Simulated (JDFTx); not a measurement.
## SrO: equation of state with PBE

The system is SrO.

```
Sr O
1.0
     0.00000    2.56630    2.56630
     2.56630    0.00000    2.56630
     2.56630    2.56630    0.00000
Sr O
1 1
Direct
  0.50000 0.50000 0.50000
  0.00000 0.00000 0.00000
```

```json
{
  "Program": "JDFTx 1.7.0 (patched build)",
  "Task": "equation of state",
  "Functional": "PBE",
  "Potentials or basis": "PseudoDojo-SR-PBE-0.5-standard",
  "Cutoff": "1143 eV",
  "Density cutoff": "4572 eV",
  "k mesh": "9 × 9 × 9",
  "Occupations": "fermi-dirac, width 0.05 eV",
  "Spin": "no spin polarisation"
}
```

* Equilibrium volume: 17.49 Å³/atom
* Bulk modulus: 85 GPa
* Pressure derivative of the bulk modulus: 4.4

Energy against volume, from the lowest point:
```csv
volume (Å³/atom),energy (meV/atom)
15.887,46.12
16.225,27.58
16.563,14.21
16.901,5.42
17.239,0.84
17.577,0.00
17.915,2.52
```

 PBE usually gives volumes a little too large and moduli too small.
